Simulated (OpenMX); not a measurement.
A run of OpenMX 3.8.5:

The input run.py:

```python
from ase.io import read
from ase.calculators.openmx import OpenMX
from ase.calculators.mixing import SumCalculator
from dftd3.ase import DFTD3

atoms = read('Rh.xyz')

def calculator():
    omx = OpenMX(
        label='Rh',
        command='openmx',
        nohup=True,
        xc='GGA-PBE',
        kpts=(9, 9, 5),
        system_currentdirectory='./',
        data_path='./DFT_DATA13',
        level_of_fileout=0,
        definition_of_atomic_species=[['Rh', 'Rh7.0-s3p2d2', 'Rh_PBE13']],
        atoms_speciesandcoordinates_unit='Ang',
        atoms_speciesandcoordinates=[['1', 'Rh', '0', '0', '0', 7.5, 7.5], ['2', 'Rh', '0', '0', '0', 7.5, 7.5]],
        scf_spinpolarization='off',
        scf_electronictemperature=580.226,
        scf_energycutoff=400.0,
        scf_maxiter=100,
        scf_eigenvaluesolver='band',
        scf_mixing_type='rmm-diisk',
        scf_init_mixing_weight=0.05,
        scf_min_mixing_weight=0.001,
        scf_max_mixing_weight=0.3,
        scf_mixing_history=25,
        scf_mixing_startpulay=8,
        scf_criterion=1e-08,
    )
    return SumCalculator([omx, DFTD3(method='pbe', damping='d3bj')])

atoms.calc = calculator()
print('stress_eV_A3', atoms.get_stress().round(8).tolist())
print('forces_eV_A', atoms.get_forces().round(6).tolist())
print('energy_eV', round(atoms.get_potential_energy(), 6))
print('dispersion_eV', round(atoms.calc.mixer.calcs[1].get_potential_energy(atoms), 6))
```

The input Rh.xyz:

```xyz
2
Lattice="2.7309790422 0.0000000000 0.0000000000 -1.3654895211 2.3650972278 0.0000000000 0.0000000000 0.0000000000 4.4284890000" Properties=species:S:1:pos:R:3 pbc="T T T"
Rh    -0.0000000001      1.5767314853      1.1071222500
Rh     1.3654895212      0.7883657425      3.3213667500
```

Potentials or basis: OpenMX 2013 PBE set, Rh7.0-s3p2d2, grid cutoff 400 Ry.

The run is started by

```bash
$ python run.py > run.log
```

Hardware: 1 thread of Arm Neoverse V1, with other jobs on the host.

**Question.** How long does it take, and how much memory?

**Answer.** Run time: 110 s on 1 thread of Arm Neoverse V1, with other jobs on the host, peak memory 0.67 GiB. Counts: k points 203, basis 38, scf iterations 14.
